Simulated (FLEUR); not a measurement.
# KTaO3 (Pm-3m) in FLEUR: band structure with r2SCAN

Aim: the band structure of KTaO3 with r2SCAN.

All numbers are computed with FLEUR MaX-R8.1 (later development tree); they aren't measurements. Logs are shortened: lines on timing, memory, paths and dates and some standing lists are left out, and cuts for length are marked.

## 1. The crystal as given

Symmetry: Pm-3m, No. 221, cubic system. Conventional cell: a = 3.988 Å, b = 3.988 Å, c = 3.988 Å, α = 90.00°, β = 90.00°, γ = 90.00°. Ta (site symmetry m-3m) is surrounded by 6 O at 1.99 Å. Around K (site symmetry m-3m) lie 12 O at 2.82 Å. Around O (site symmetry 4/mmm) lie 2 Ta at 1.99 Å.

## 2. Band structure, r2SCAN

inp.xml

```xml
<?xml version="1.0" encoding="UTF-8" standalone="no"?>
<fleurInput fleurInputVersion="0.39">
   <comment>
      KTaO3                                                                                               
   </comment>
   <calculationSetup>
      <cutoffs Kmax="5.41" Gmax="16.8" GmaxXC="16.8" numbands="0"/>
      <scfLoop itmax="80" minDistance="0.0001" maxIterBroyd="30" imix="Anderson" alpha="0.05" precondParam="0.0" spinf="2.0" sdNocoIR="T"/>
      <coreElectrons ctail="F" frcor="F" kcrel="0" coretail_lmax="0"/>
      <xcFunctional name="LibXC" relativisticCorrections="F">
         <LibXCName exchange="mgga_x_r2scan" correlation="mgga_c_r2scan"/>
         <AuxGGA exchange="117" correlation="130"/>
      </xcFunctional>
      <magnetism jspins="1"/>
      <soc l_soc="F" theta="0.0" phi="0.0" spav="F"/>
      <expertModes spex="0" secvar="F"/>
      <geometryOptimization l_f="F" forcealpha="1.0" forcemix="BFGS" epsdisp="0.00001" epsforce="0.00001"/>
      <ldaU l_linMix="F" mixParam="0.05" spinf="1.0"/>
   </calculationSetup>
   <cell>
      <bzIntegration valenceElectrons="54.0" mode="hist" fermiSmearingEnergy="0.00183747">
         <kPointListSelection listName="default-1"/>
         <!-- k-points included here -->
         <xi:include xmlns:xi="http://www.w3.org/2001/XInclude" href="kpts.xml"> </xi:include>
      </bzIntegration>
[... 53 lines left out ...]
         <lo type="SCLO" l="2" n="3" eDeriv="2"/>
      </species>
   </atomSpecies>
   <atomGroups>
      <atomGroup species="Tantalum (Ta)">
         <relPos label="                   1">.0000000000 .0000000000 .0000000000</relPos>
         <force calculate="T" relaxXYZ="TTT"/>
      </atomGroup>
      <atomGroup species="Potassium (K)">
         <relPos label="                   2">1.000/2.000 1.000/2.000 1.000/2.000</relPos>
         <force calculate="T" relaxXYZ="TTT"/>
      </atomGroup>
      <atomGroup species="Oxygen (O)">
         <relPos label="                   3">.0000000000 .0000000000 1.000/2.000</relPos>
         <relPos label="                   4">.0000000000 1.000/2.000 .0000000000</relPos>
         <relPos label="                   5">1.000/2.000 .0000000000 .0000000000</relPos>
         <force calculate="T" relaxXYZ="TTT"/>
      </atomGroup>
   </atomGroups>
   <output dos="F" band="F" slice="F">
      <checks vchk="F" cdinf="F"/>
      <bandDOS minEnergy="-.5*Htr" maxEnergy="0.5*Htr" sigma="0.015" storeEVData="T"/>
      <vacuumDOS vacdos="F" integ="F" star="F" nstars="0" locx1="0.0" locy1="0.0" locx2="0.0" locy2="0.0" nstm="0" tworkf="0.0"/>
      <unfoldingBand unfoldBand="F" supercellX="1" supercellY="1" supercellZ="1"/>
      <plotting iplot="0" polar="F">
         <plot TwoD="T" vec1="  1.0  0.0  0.0" vec2="  0.0  1.0  0.0" vec3="  0.0  0.0  1.0" zero="  0.0  0.0  0.0" file="plot"/>
      </plotting>
      <chargeDensitySlicing numkpt="0" minEigenval="0.0" maxEigenval="0.0" nnne="0" pallst="F"/>
      <specialOutput eonly="F"/>
      <moessbauerParams electricFieldGradient="T" isomerShift="T" coreHyperfine="T" valenceHyperfine="T"/>
      <magneticCircularDichroism mcd="F" energyLo="-10.0" energyUp="0.0"/>
   </output>
  <!-- We include the file relax.xml here to enable relaxations (see documentation) -->
  <xi:include xmlns:xi="http://www.w3.org/2001/XInclude" href="relax.xml"> <xi:fallback/> </xi:include>
</fleurInput>
```

crystal.txt

```
KTaO3
&input cartesian=F /
3.9883000000  0.0000000000  0.0000000000
0.0000000000  3.9883000000  0.0000000000
0.0000000000  0.0000000000  3.9883000000
1.8897261246
1.0 1.0 1.0

5
73 0.0000000000  0.0000000000  0.0000000000
19 0.5000000000  0.5000000000  0.5000000000
8 0.0000000000  0.0000000000  0.5000000000
8 0.0000000000  0.5000000000  0.0000000000
8 0.5000000000  0.0000000000  0.0000000000

&kpt div1=7 div2=7 div3=7 gamma=T /
```

inp.xml (bands)

```
<?xml version="1.0" encoding="UTF-8" standalone="no"?>
<fleurInput fleurInputVersion="0.39">
   <comment>
      KTaO3                                                                                               
   </comment>
   <calculationSetup>
      <cutoffs Kmax="5.41" Gmax="16.8" GmaxXC="16.8" numbands="0"/>
      <scfLoop itmax="80" minDistance="0.0001" maxIterBroyd="30" imix="Anderson" alpha="0.05" precondParam="0.0" spinf="2.0" sdNocoIR="T"/>
      <coreElectrons ctail="F" frcor="F" kcrel="0" coretail_lmax="0"/>
      <xcFunctional name="LibXC" relativisticCorrections="F">
         <LibXCName exchange="mgga_x_r2scan" correlation="mgga_c_r2scan"/>
         <AuxGGA exchange="117" correlation="130"/>
      </xcFunctional>
      <magnetism jspins="1"/>
      <soc l_soc="F" theta="0.0" phi="0.0" spav="F"/>
      <expertModes spex="0" secvar="F"/>
      <geometryOptimization l_f="F" forcealpha="1.0" forcemix="BFGS" epsdisp="0.00001" epsforce="0.00001"/>
      <ldaU l_linMix="F" mixParam="0.05" spinf="1.0"/>
   </calculationSetup>
   <cell>
      <bzIntegration valenceElectrons="54.0" mode="hist" fermiSmearingEnergy="0.00183747">
         <kPointListSelection listName="path-1"/>
         <!-- k-points included here -->
         <xi:include xmlns:xi="http://www.w3.org/2001/XInclude" href="kpts.xml"> </xi:include>
[... 54 lines left out ...]
         <lo type="SCLO" l="2" n="3" eDeriv="2"/>
      </species>
   </atomSpecies>
   <atomGroups>
      <atomGroup species="Tantalum (Ta)">
         <relPos label="                   1">.0000000000 .0000000000 .0000000000</relPos>
         <force calculate="T" relaxXYZ="TTT"/>
      </atomGroup>
      <atomGroup species="Potassium (K)">
         <relPos label="                   2">1.000/2.000 1.000/2.000 1.000/2.000</relPos>
         <force calculate="T" relaxXYZ="TTT"/>
      </atomGroup>
      <atomGroup species="Oxygen (O)">
         <relPos label="                   3">.0000000000 .0000000000 1.000/2.000</relPos>
         <relPos label="                   4">.0000000000 1.000/2.000 .0000000000</relPos>
         <relPos label="                   5">1.000/2.000 .0000000000 .0000000000</relPos>
         <force calculate="T" relaxXYZ="TTT"/>
      </atomGroup>
   </atomGroups>
   <output dos="F" band="T" slice="F">
      <checks vchk="F" cdinf="F"/>
      <bandDOS minEnergy="-.5*Htr" maxEnergy="0.5*Htr" sigma="0.015" storeEVData="T"/>
      <vacuumDOS vacdos="F" integ="F" star="F" nstars="0" locx1="0.0" locy1="0.0" locx2="0.0" locy2="0.0" nstm="0" tworkf="0.0"/>
      <unfoldingBand unfoldBand="F" supercellX="1" supercellY="1" supercellZ="1"/>
      <plotting iplot="0" polar="F">
         <plot TwoD="T" vec1="  1.0  0.0  0.0" vec2="  0.0  1.0  0.0" vec3="  0.0  0.0  1.0" zero="  0.0  0.0  0.0" file="plot"/>
      </plotting>
      <chargeDensitySlicing numkpt="0" minEigenval="0.0" maxEigenval="0.0" nnne="0" pallst="F"/>
      <specialOutput eonly="F"/>
      <moessbauerParams electricFieldGradient="T" isomerShift="T" coreHyperfine="T" valenceHyperfine="T"/>
      <magneticCircularDichroism mcd="F" energyLo="-10.0" energyUp="0.0"/>
   </output>
  <!-- We include the file relax.xml here to enable relaxations (see documentation) -->
  <xi:include xmlns:xi="http://www.w3.org/2001/XInclude" href="relax.xml"> <xi:fallback/> </xi:include>
</fleurInput>
```

Potentials or basis: all-electron, FLAPW.

On the command line:

```console
$ inpgen -f crystal.txt -profile fastHighL
$ # inp.xml edited to the form shown
$ mpirun -n 4 fleur_MPI -pe_per_kpt 1
$ mpirun -n 4 fleur_MPI -pe_per_kpt 1   # second run, on inp.xml (bands)
```

The program printed:

```text
Welcome to FLEUR        (www.flapw.de)
      MaX-Release 8.1          (www.max-centre.eu)

 func_ids         498         497         498         497
 func_ids         498         497         498         497
 func_ids         498         497         498         497
 MetaGGA potential functional detected - V_tau will be computed
 func_ids         498         497         498         497
 MetaGGA potential functional detected - V_tau will be computed
 Auxiliary Potential for radial basis: exchange=         117  correlation=         130
 MetaGGA potential functional detected - V_tau will be computed
 Auxiliary Potential for radial basis: exchange=         117  correlation=         130
 MetaGGA potential functional detected - V_tau will be computed
 Auxiliary Potential for radial basis: exchange=         117  correlation=         130
 Auxiliary Potential for radial basis: exchange=         117  correlation=         130
The functional 'Re-regularized SCAN exchange by Furness et al' is an exchange functional, it belongs to the 'MGGA' family and is defined in the reference(s):
The functional 'Re-regularized SCAN exchange by Furness et al' is an exchange functional, it belongs to the 'MGGA' family and is defined in the reference(s):
[1] J. W. Furness, A. D. Kaplan, J. Ning, J. P. Perdew, and J. Sun.,  J. Phys. Chem. Lett. 11, 8208-8215 (2020)
[2] J. W. Furness, A. D. Kaplan, J. Ning, J. P. Perdew, and J. Sun.,  J. Phys. Chem. Lett. 11, 9248-9248 (2020)
[... 10 lines left out ...]
[2] J. W. Furness, A. D. Kaplan, J. Ning, J. P. Perdew, and J. Sun.,  J. Phys. Chem. Lett. 11, 9248-9248 (2020)
 Using same functional for VXC and EXC
[1] J. W. Furness, A. D. Kaplan, J. Ning, J. P. Perdew, and J. Sun.,  J. Phys. Chem. Lett. 11, 8208-8215 (2020)
[2] J. W. Furness, A. D. Kaplan, J. Ning, J. P. Perdew, and J. Sun.,  J. Phys. Chem. Lett. 11, 9248-9248 (2020)
[1] J. W. Furness, A. D. Kaplan, J. Ning, J. P. Perdew, and J. Sun.,  J. Phys. Chem. Lett. 11, 8208-8215 (2020)
[2] J. W. Furness, A. D. Kaplan, J. Ning, J. P. Perdew, and J. Sun.,  J. Phys. Chem. Lett. 11, 9248-9248 (2020)
The functional 'Re-regularized SCAN correlation by Furness et al' is a correlation functional, it belongs to the 'MGGA' family and is defined in the reference(s):
[1] J. W. Furness, A. D. Kaplan, J. Ning, J. P. Perdew, and J. Sun.,  J. Phys. Chem. Lett. 11, 8208-8215 (2020)
The functional 'Re-regularized SCAN correlation by Furness et al' is a correlation functional, it belongs to the 'MGGA' family and is defined in the reference(s):
[1] J. W. Furness, A. D. Kaplan, J. Ning, J. P. Perdew, and J. Sun.,  J. Phys. Chem. Lett. 11, 8208-8215 (2020)
[2] J. W. Furness, A. D. Kaplan, J. Ning, J. P. Perdew, and J. Sun.,  J. Phys. Chem. Lett. 11, 9248-9248 (2020)
 Using same functional for VXC and EXC
[2] J. W. Furness, A. D. Kaplan, J. Ning, J. P. Perdew, and J. Sun.,  J. Phys. Chem. Lett. 11, 9248-9248 (2020)
 Using same functional for VXC and EXC

 ========== k-point set info ==========
 Selected k-point list: default-1
 k-point list type: mesh
 7 x 7 x 7
 Number of k points: 20

 ------------Calculation Setup---------------------------
 Number of MPI-tasks      :            4
 Number of PE/node        :            4
 Number of OMP-threads    :            1
 Using exactly            1  PE per kpt
 Using exactly            1  PE per kpt
 k-points in parallel     :            4
 pe's per k-point         :            1
 No of k-point loops      :            5
 Using exactly            1  PE per kpt
 Using exactly            1  PE per kpt
 Eigenvalue solver        :       lapack
 Number of basis functions:         1364
 Approximate size of matrices (H+S) per k-point:         0.028 GB
 --------------------------------------------------------
The functional 'Hammer, Hansen, and Norskov' is an exchange functional, it belongs to the 'GGA' family and is defined in the reference(s):
[1] B. Hammer, L. B. Hansen, and J. K. Nørskov.,  Phys. Rev. B 59, 7413 (1999)
The functional 'Perdew, Burke & Ernzerhof' is a correlation functional, it belongs to the 'GGA' family and is defined in the reference(s):
[1] J. P. Perdew, K. Burke, and M. Ernzerhof.,  Phys. Rev. Lett. 77, 3865 (1996)
[2] J. P. Perdew, K. Burke, and M. Ernzerhof.,  Phys. Rev. Lett. 78, 1396 (1997)
The functional 'Hammer, Hansen, and Norskov' is an exchange functional, it belongs to the 'GGA' family and is defined in the reference(s):
[1] B. Hammer, L. B. Hansen, and J. K. Nørskov.,  Phys. Rev. B 59, 7413 (1999)
The functional 'Perdew, Burke & Ernzerhof' is a correlation functional, it belongs to the 'GGA' family and is defined in the reference(s):
[1] J. P. Perdew, K. Burke, and M. Ernzerhof.,  Phys. Rev. Lett. 77, 3865 (1996)
[2] J. P. Perdew, K. Burke, and M. Ernzerhof.,  Phys. Rev. Lett. 78, 1396 (1997)
 Using same functional for VXC and EXC
 Using auxiliary GGA potential for the first iteration of MetaGGA calculation.
The functional 'Hammer, Hansen, and Norskov' is an exchange functional, it belongs to the 'GGA' family and is defined in the reference(s):
[1] B. Hammer, L. B. Hansen, and J. K. Nørskov.,  Phys. Rev. B 59, 7413 (1999)
The functional 'Perdew, Burke & Ernzerhof' is a correlation functional, it belongs to the 'GGA' family and is defined in the reference(s):
[1] J. P. Perdew, K. Burke, and M. Ernzerhof.,  Phys. Rev. Lett. 77, 3865 (1996)
[2] J. P. Perdew, K. Burke, and M. Ernzerhof.,  Phys. Rev. Lett. 78, 1396 (1997)
 Using same functional for VXC and EXC
 Using auxiliary GGA potential for the first iteration of MetaGGA calculation.
The functional 'Hammer, Hansen, and Norskov' is an exchange functional, it belongs to the 'GGA' family and is defined in the reference(s):
[1] B. Hammer, L. B. Hansen, and J. K. Nørskov.,  Phys. Rev. B 59, 7413 (1999)
The functional 'Perdew, Burke & Ernzerhof' is a correlation functional, it belongs to the 'GGA' family and is defined in the reference(s):
[1] J. P. Perdew, K. Burke, and M. Ernzerhof.,  Phys. Rev. Lett. 77, 3865 (1996)
[2] J. P. Perdew, K. Burke, and M. Ernzerhof.,  Phys. Rev. Lett. 78, 1396 (1997)
 Using same functional for VXC and EXC
 Using auxiliary GGA potential for the first iteration of MetaGGA calculation.
 Using same functional for VXC and EXC
 Using auxiliary GGA potential for the first iteration of MetaGGA calculation.
 Reset of history
 Reset of history
 Iteration:     1   Distance:      41.78796785 me/bohr^3
The functional 'Hammer, Hansen, and Norskov' is an exchange functional, it belongs to the 'GGA' family and is defined in the reference(s):
[1] B. Hammer, L. B. Hansen, and J. K. Nørskov.,  Phys. Rev. B 59, 7413 (1999)
The functional 'Perdew, Burke & Ernzerhof' is a correlation functional, it belongs to the 'GGA' family and is defined in the reference(s):
[1] J. P. Perdew, K. Burke, and M. Ernzerhof.,  Phys. Rev. Lett. 77, 3865 (1996)
[2] J. P. Perdew, K. Burke, and M. Ernzerhof.,  Phys. Rev. Lett. 78, 1396 (1997)
 Using same functional for VXC and EXC
The functional 'Hammer, Hansen, and Norskov' is an exchange functional, it belongs to the 'GGA' family and is defined in the reference(s):
[1] B. Hammer, L. B. Hansen, and J. K. Nørskov.,  Phys. Rev. B 59, 7413 (1999)
The functional 'Perdew, Burke & Ernzerhof' is a correlation functional, it belongs to the 'GGA' family and is defined in the reference(s):
[1] J. P. Perdew, K. Burke, and M. Ernzerhof.,  Phys. Rev. Lett. 77, 3865 (1996)
[2] J. P. Perdew, K. Burke, and M. Ernzerhof.,  Phys. Rev. Lett. 78, 1396 (1997)
 Using same functional for VXC and EXC
The functional 'Hammer, Hansen, and Norskov' is an exchange functional, it belongs to the 'GGA' family and is defined in the reference(s):
[1] B. Hammer, L. B. Hansen, and J. K. Nørskov.,  Phys. Rev. B 59, 7413 (1999)
The functional 'Perdew, Burke & Ernzerhof' is a correlation functional, it belongs to the 'GGA' family and is defined in the reference(s):
[1] J. P. Perdew, K. Burke, and M. Ernzerhof.,  Phys. Rev. Lett. 77, 3865 (1996)
[... 420 lines left out ...]
 Using same functional for VXC and EXC
The functional 'Hammer, Hansen, and Norskov' is an exchange functional, it belongs to the 'GGA' family and is defined in the reference(s):
[1] B. Hammer, L. B. Hansen, and J. K. Nørskov.,  Phys. Rev. B 59, 7413 (1999)
The functional 'Perdew, Burke & Ernzerhof' is a correlation functional, it belongs to the 'GGA' family and is defined in the reference(s):
[1] J. P. Perdew, K. Burke, and M. Ernzerhof.,  Phys. Rev. Lett. 77, 3865 (1996)
[2] J. P. Perdew, K. Burke, and M. Ernzerhof.,  Phys. Rev. Lett. 78, 1396 (1997)
 Using same functional for VXC and EXC
The functional 'Hammer, Hansen, and Norskov' is an exchange functional, it belongs to the 'GGA' family and is defined in the reference(s):
[1] B. Hammer, L. B. Hansen, and J. K. Nørskov.,  Phys. Rev. B 59, 7413 (1999)
The functional 'Perdew, Burke & Ernzerhof' is a correlation functional, it belongs to the 'GGA' family and is defined in the reference(s):
[1] J. P. Perdew, K. Burke, and M. Ernzerhof.,  Phys. Rev. Lett. 77, 3865 (1996)
[2] J. P. Perdew, K. Burke, and M. Ernzerhof.,  Phys. Rev. Lett. 78, 1396 (1997)
 Using same functional for VXC and EXC
 Iteration:    19   Distance:       0.00008341 me/bohr^3

 ********************************************************************
 Run finished successfully
 Stop message:
   all done
 ********************************************************************
```

It took 2.3 min on 4 MPI ranks of Arm Neoverse V1, shared host.

Results:

```
Free energy                                           : -447718.0353 eV
Band gap on the k mesh                                : 2.69 eV, indirect (least direct gap 3.29 eV)
Band gap along the path                               : 2.62 eV, indirect (least direct gap 3.29 eV)
Valence electrons inside the program's atomic spheres : Ta 23.55; K 7.76; O 4.29 (radii Ta 2.16, K 2.49, O 1.33 bohr)
```

Levels at the corners of the path, in eV from the valence-band top:
```
point  band 24  band 25  band 26  band 27  band 28  band 29  band 30  band 31
    Γ    -1.09    -0.66    -0.66    -0.66     2.62     2.62     2.62     7.18
    X    -2.15    -1.55    -0.89    -0.89     2.78     5.46     5.46     7.21
    M    -1.74    -1.46    -1.46    -0.04     5.50     5.50     6.81     8.21
    Γ    -1.09    -0.66    -0.66    -0.66     2.62     2.62     2.62     7.18
    R    -3.95     0.00     0.00     0.00     6.95     6.95     6.95     9.65
    X    -2.15    -1.55    -0.89    -0.89     2.78     5.46     5.46     7.21
    M    -1.74    -1.46    -1.46    -0.04     5.50     5.50     6.81     8.21
    R    -3.95     0.00     0.00     0.00     6.95     6.95     6.95     9.65
```

Core levels (eV from the Fermi level):
| atom | levels |
| --- | --- |
| 1 Ta | 1s1/2 -67276.5, 2s1/2 -11546.4, 2p1/2 -11032.4, 2p3/2 -9762.2, 3s1/2 -2640.5, 3p1/2 -2412.5, 3p3/2 -2139.0, 4s1/2 -533.8, 3d3/2 -1755.2, 3d5/2 -1695.6, 4p1/2 -439.8, 4p3/2 -376.9, 4d3/2 -222.8, 4d5/2 -211.3 |
| 2 K | 1s1/2 -3514.1, 2s1/2 -345.0, 2p1/2 -273.5, 2p3/2 -270.6 |
| 3 O | 1s1/2 -503.7 |
| 4 O | 1s1/2 -503.7 |
| 5 O | 1s1/2 -503.7 |

Caveat: the meta-GGA is that of a development version, with a GGA for the radial functions and cores and without core tails; spin-orbit coupling is left out, which moves the levels of the heavy elements. r2SCAN opens gaps a little over a GGA but as a rule still falls short of measured ones.
